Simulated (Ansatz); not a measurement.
Moving the pressure in Nb

The cell as given:

Symmetry: Im-3m, No. 229, cubic system. The conventional cell has a = 3.328 Å, b = 3.328 Å, c = 3.328 Å, α = 90.00°, β = 90.00°, γ = 90.00°. Nb (site symmetry m-3m) is surrounded by 8 Nb at 2.88 Å.

Kept alike: task relaxation of cell and atoms; functional PBEsol; k mesh 11 × 11 × 11; occupations fermi-dirac, width 0.05 eV; no spin polarisation. Program: Ansatz, Ansatz PAW, cutoff 420 eV. The mesh is that of the run's cell of 1 atom. No spin-orbit coupling.

| pressure, P (GPa) | volume (Å³/atom) |
| --- | --- |
| 0 | 17.587 |
| 2 | 17.403 |
| 5 | 17.126 |
| 10 | 16.711 |
| 20 | 15.974 |

The relaxations keep at least the cell's symmetry (Im-3m). For a metal such a mesh leaves the last digits unconverged. Runs of this series that gave no sound value for these columns are left out. The runs follow the start's structure, whether or not it is the stable one at these pressures. All rows use potentials made for PBE.

The volume falls from 17.587 to 15.974 Å³/atom between 0 and 20 GPa. The volume falls ever more slowly, since the solid stiffens under load. At the pressures aimed at, which the runs meet within some tenths of a GPa, the step from 0 to 5 GPa gives a mean bulk modulus near 188 GPa, the last step 222 GPa.
